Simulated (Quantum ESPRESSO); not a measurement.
# SiO2 under changes of volume

One of the cells (8.044 Å³/atom); the others are scaled copies at fixed shape and fractional positions:

```xyz
6
Lattice="4.2332 0.0000 0.0000 0.0000 4.2332 0.0000 0.0000 0.0000 2.6935" Properties=species:S:1:pos:R:3 pbc="T T T"
Si    0.0000    0.0000    0.0000
Si    2.1166    2.1166    1.3467
O     3.4155    0.8177    1.3467
O     1.2989    1.2989    0.0000
O     0.8177    3.4155    1.3467
O     2.9343    2.9343    0.0000
```

The cell comes from a database or a generator and needn't be the stable form of this composition.

| Quantity | Value |
| --- | --- |
| Program | Quantum ESPRESSO 7.5 |
| Functional | LDA |
| Potentials or basis | GBRV 1.5 LDA |
| Cutoff | 612 eV |
| Density cutoff | 4898 eV |
| k mesh | 6 × 6 × 10 |
| Occupations | fermi-dirac, width 0.05 eV |
| Spin | no spin polarisation |

| volume (Å³/atom) | energy over the lowest point (meV/atom) | pressure (GPa) | gap on the mesh (eV) |
| --- | --- | --- | --- |
| 7.562 | 2.67 | 6.1 | 6.16 |
| 7.723 | 0.00 | -1.2 | 5.77 |
| 7.884 | 4.27 | -7.7 | 5.40 |
| 8.044 | 14.74 | -13.5 | 5.05 |
| 8.205 | ? | ? | ? |
| 8.366 | 51.84 | -23.5 | 4.39 |
| 8.527 | 77.36 | -27.7 | 4.07 |

Q: What does the run at 8.205 Å³/atom give?

A: Energy over the lowest point 30.79 meV/atom; pressure -18.8 GPa; gap on the mesh 4.71 eV.

Worked out: A Birch-Murnaghan fit of order 3 (a polynomial in V^(-2/3)) to the other rows has its minimum at 7.70 Å³/atom with B0 = V·E''(V) = 337 GPa and B' = 4.4 at fixed shape and positions, which overstates the stiffness. It gives 30.79 meV/atom at 8.205 Å³/atom, against the run's 30.79, and -dE/dV = -18.6 GPa, against -18.8. A straight line through the other rows of the gap, of slope -17.3 eV per unit of ln V (its deformation potential), gives 4.72 eV, against the run's 4.71.

Energies are extrapolated to zero smearing.

A mesh can miss the band edges.
